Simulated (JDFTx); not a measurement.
Runs of JDFTx 1.7.0 (patched build) on Re. The structure is hexagonal, space group P6_3/mmc (No. 194). The conventional cell has a = 2.761 Å, b = 2.761 Å, c = 4.458 Å, α = 90.00°, β = 90.00°, γ = 120.00°. Re (site symmetry -6m2) has 12 Re at 2.74 to 2.76 Å as nearest neighbours. 

| task | level | potentials or basis | cell | k mesh | cutoff (eV) | further solve for the empty bands | mesh quality | gap on the mesh (eV) | pressure (GPa) | V0 of scaled cells (Å³/atom) | B0 (GPa) |
| --- | --- | --- | --- | --- | --- | --- | --- | --- | --- | --- | --- |
| equation of state | PBEsol | PseudoDojo-SR-PBEsol-0.4.1-standard | as given | 11 × 11 × 6 | 980 | - | not flagged | - | - | 14.55 | (b) |
| single point | PBE | PseudoDojo-SR-PBE-0.5-standard | as given | 11 × 11 × 6 | 980 | yes | not flagged | none | 5.8 | - | - |
| equation of state | r2SCAN | SG15-PBE-1.2 | as given | 6 × 6 × 3 | 1088 | - | coarse | - | - | 14.75 | 393 |
| equation of state | RPBE | PseudoDojo-SR-PBE-0.5-standard | as given | 11 × 11 × 6 | 980 | - | not flagged | - | - | (a) | 352 |
| single point | PBE | PseudoDojo-SR-PBE-0.5-standard | atoms moved at random, drawn with an rms of 0.05 Å | 11 × 11 × 6 | 980 | yes | not flagged | none | 7.3 | - | - |
| relaxation of cell and atoms | PBE+D2 | PseudoDojo-SR-PBE-0.5-standard | relaxed | 11 × 11 × 6 | 980 | no | not flagged | none | 0.0 | - | - |
| equation of state | PBE | PseudoDojo-SR-PBE-0.5-standard | as given | 11 × 11 × 6 | 980 | - | not flagged | - | - | 14.95 | 364 |
| equation of state | LDA | PseudoDojo-SR-LDA-0.4.1-standard | as given | 11 × 11 × 6 | 980 | - | not flagged | - | - | 14.30 | 404 |

Alike in all rows: no spin polarisation; smearing fermi-dirac 0.05 eV.

Question: Estimate the missing entries.

Answer: (a) 15.11; (b) 389.

Caveats: some runs use coarse meshes; the cell was scaled at fixed shape and fractional positions, which overstates the stiffness of a crystal with free parameters, most of all of layers and chains (some runs); the potentials were made for another functional, which shifts forces and pressure (some runs); pairwise dispersion overbinds metals, which lowers pressure and volume (some runs).

A k mesh can miss the band edges, and the runs leave out spin-orbit coupling on Re.

A gap of «none» marks a metal or a gap under the smearing width.
